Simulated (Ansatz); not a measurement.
**V: from a first guess to the relaxed diamond type**

First guess:

```
CELL_PARAMETERS angstrom
0.00000 2.92354 2.92354
2.92354 0.00000 2.92354
2.92354 2.92354 0.00000
ATOMIC_POSITIONS crystal
V 0.00000 0.00000 0.00000
V 0.25000 0.25000 0.25000
```

Level of theory: DFT, PBE, PAW with Ansatz's default frozen-core files, scalar-relativistic in Ansatz 0.2.0.

Cell and atoms relax within the symmetry of the start on a 10×10×10 k mesh with 0.08 eV Fermi–Dirac smearing, from parallel moments.

The start is built from a prototype, known or not as a phase of this compound; the cutoff is 420 eV.

The magnetic state is the one reached from parallel moments; other orders may lie lower.

**Question.** What is the pressure of the first guess?

**Answer.** -8.11 GPa.

**Question.** What does it relax to?

**Answer.** a = 5.467 Å, b = 5.467 Å, c = 5.467 Å, α = 90.00°, β = 90.00°, γ = 90.00° (conventional cell), 20.42 Å³ per atom:
```xyz
2
Lattice="0.0000 2.7335 2.7335 2.7335 0.0000 2.7335 2.7335 2.7335 0.0000" Properties=species:S:1:pos:R:3 pbc="T T T"
V     0.0000    0.0000    0.0000
V     1.3667    1.3667    1.3667
```

**Question.** How much energy does the relaxation release?

**Answer.** 138 meV/atom.

**Question.** What moment does the relaxed primitive cell (2 atoms) carry?

**Answer.** 3.74 μB.
